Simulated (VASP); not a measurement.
# PtSe₂: convergence, energy to pull the layers apart

PtSe₂, P-3m1 (no. 164), 3 atoms in the cell. RPBE with D3; PAW potentials Pt, Se (PBE set). VASP 6.6.1.

Wanted: separation energy at the given spacing within 0.2 meV/Å²; stress along the normal within 0.05 GPa.

The series start from Width added to each gap for the separated layers (Å): 8; ENCUT (eV): 520; k spacing (1/Å): 0.4; PREC: Accurate; LASPH: yes; EDIFF (eV): 1e-7; VDW_RADIUS (Å): 50; VDW_CNRADIUS (Å): 21; ALGO: Normal. Each series keeps the choices made before it, and each single choice may use up half of a tolerance. Times cover all steps of a run.

## Width added to each gap for the separated layers (Å)

| Width added to each gap for the separated layers (Å) | Separation energy at the given spacing (meV/Å²) | Stress along the normal (GPa) | Time (s) |
|---|---|---|---|
| 3 | 28.21 | 3.906 | 9.7 |
| 5 | 32.32 | 3.906 | 11 |
| 8 | 33.70 | 3.906 | 14 |
| 12 | 34.10 | 3.906 | 18 |
| 16 (reference) | 34.19 | 3.906 | 21 |

Chosen: 12, the loosest value from which every tighter one stays within half of the tolerance.

## ENCUT (eV)

| ENCUT (eV) | Separation energy at the given spacing (meV/Å²) | Stress along the normal (GPa) | Time (s) |
|---|---|---|---|
| 300 | 34.06 | 3.731 | 9.5 |
| 350 | 34.07 | 3.721 | 10 |
| 400 | 34.09 | 3.881 | 11 |
| 450 | 34.09 | 3.923 | 15 |
| 520 | 34.10 | 3.906 | 18 |
| 600 | 34.10 | 3.927 | 21 |
| 700 | 34.10 | 3.933 | 24 |
| 800 (reference) | 34.10 | 3.932 | 32 |

Chosen: 600.

## k spacing (1/Å)

| k spacing (1/Å) | Separation energy at the given spacing (meV/Å²) | Stress along the normal (GPa) | Time (s) |
|---|---|---|---|
| 0.8 | 29.18 | 4.249 | 16 |
| 0.55 | 39.58 | 2.932 | 16 |
| 0.4 | 34.10 | 3.927 | 21 |
| 0.3 | 30.73 | 4.433 | 28 |
| 0.22 (reference) | 31.13 | 4.328 | 48 |

Chosen: 0.22; the next looser run is off by more than half of the tolerance, so convergence isn't shown beyond this value.

## PREC

| PREC | Separation energy at the given spacing (meV/Å²) | Stress along the normal (GPa) | Time (s) |
|---|---|---|---|
| Low | 31.17 | 4.338 | 22 |
| Normal | 31.13 | 4.328 | 26 |
| Accurate (reference) | 31.13 | 4.328 | 48 |

Chosen: Low.

## LASPH

| LASPH | Separation energy at the given spacing (meV/Å²) | Stress along the normal (GPa) | Time (s) |
|---|---|---|---|
| no | 31.34 | 4.290 | 19 |
| yes (reference) | 31.17 | 4.338 | 22 |

Chosen: yes; the one before it in the list is off by more than half of the tolerance.

## EDIFF (eV)

| EDIFF (eV) | Separation energy at the given spacing (meV/Å²) | Stress along the normal (GPa) | Time (s) |
|---|---|---|---|
| 0.0001 | 31.17 | 4.424 | 13 |
| 1e-5 | 31.17 | 4.346 | 14 |
| 1e-6 | 31.17 | 4.328 | 19 |
| 1e-7 (reference) | 31.17 | 4.338 | 22 |

Chosen: 1e-5.

## VDW_RADIUS (Å)

| VDW_RADIUS (Å) | Separation energy at the given spacing (meV/Å²) | Stress along the normal (GPa) | Time (s) |
|---|---|---|---|
| 10 | crashed | crashed | 4.8 |
| 15 | crashed | crashed | 14 |
| 25 | 31.02 | 4.360 | 14 |
| 35 | 31.13 | 4.350 | 13 |
| 50 | 31.17 | 4.346 | 14 |
| 70 (reference) | 31.19 | 4.345 | 13 |

Chosen: 35.

## VDW_CNRADIUS (Å)

| VDW_CNRADIUS (Å) | Separation energy at the given spacing (meV/Å²) | Stress along the normal (GPa) | Time (s) |
|---|---|---|---|
| 5 | 31.13 | 4.350 | 13 |
| 10 | 31.13 | 4.350 | 13 |
| 15 | 31.13 | 4.350 | 13 |
| 21 | 31.13 | 4.350 | 13 |
| 30 (reference) | 31.13 | 4.350 | 13 |

Chosen: 5.

## ALGO

| ALGO | Separation energy at the given spacing (meV/Å²) | Stress along the normal (GPa) | Time (s) |
|---|---|---|---|
| Normal | 31.13 | 4.350 | 13 |
| Fast | 31.13 | 4.378 | 12 |
| All | 31.13 | 4.352 | 12 |

Chosen: Normal; no other choice that stays within half of the tolerance saves 30 % of the time.

## All choices together

| Input | Separation energy at the given spacing (meV/Å²) | Stress along the normal (GPa) | Time (s) |
|---|---|---|---|
| program defaults, coarse mesh (naive) | 29.34 | 2.880 | 1.8 |
| chosen settings | 31.13 | 4.350 | 13 |
| reference settings throughout | 31.24 | 4.332 | 74 |

The chosen settings stay within the tolerance of the reference run, but the reference itself isn't shown to be converged in: k spacing (1/Å).

## The input

INCAR:
```
SYSTEM = PtSe2
PREC = Low
ENCUT = 600
EDIFF = 1E-5
ISMEAR = 0
SIGMA = 0.02
LREAL = .FALSE.
LASPH = .TRUE.
GGA_COMPAT = .FALSE.
ALGO = Normal
NELM = 150
ISIF = 2
LWAVE = .FALSE.
LCHARG = .FALSE.
GGA = RP
IVDW = 11
KPAR = 4
VDW_RADIUS = 35.0
VDW_CNRADIUS = 5.0
```

KPOINTS.step1:
```
Automatic mesh
0
Gamma
  9 9 6
  0 0 0
```

KPOINTS.step2:
```
Automatic mesh
0
Gamma
  9 9 2
  0 0 0
```

POSCAR.step1:
```
PtSe2
1.0
    3.7240000000      0.0000000000      0.0000000000
   -1.8620000000      3.2250786037      0.0000000000
    0.0000000000      0.0000000000      5.0620000000
Pt Se
1 2
Direct
    0.0000000000      0.0000000000      0.0000000000
    0.6666666670      0.3333333330      0.7500000000
    0.3333333330      0.6666666670      0.2500000000
```

POSCAR.step2:
```
PtSe2
1.0
    3.7240000000      0.0000000000      0.0000000000
   -1.8620000000      3.2250786037      0.0000000000
    0.0000000000      0.0000000000     17.0620000000
Pt Se
1 2
Direct
    0.0000000000      0.0000000000      0.0000000000
    0.6666666670      0.3333333330      0.9258293280
    0.3333333330      0.6666666670      0.0741706720
```

Commands (each step's output is kept before the next begins):
```
cat potpaw_PBE.64/Pt/POTCAR potpaw_PBE.64/Se/POTCAR > POTCAR
cp KPOINTS.step1 KPOINTS
cp POSCAR.step1 POSCAR
mpirun -np 4 vasp_std > vasp.out
rm WAVECAR CHG
cp KPOINTS.step2 KPOINTS
cp POSCAR.step2 POSCAR
mpirun -np 4 vasp_std > vasp.out
```

The chosen input took VASP 6.6.1 13 s on 4 cores (Intel Xeon 6975P-C (Granite Rapids)), a shared host.

## An input that fails: ENCUT 150

It runs to its end, but against the unchanged starting input it is off by 4.46 meV/Å² in the separation energy at the given spacing, 60.470 GPa in the stress along the normal.

Changes against the starting input:
```
(all steps)
- ENCUT = 520
+ ENCUT = 150
```
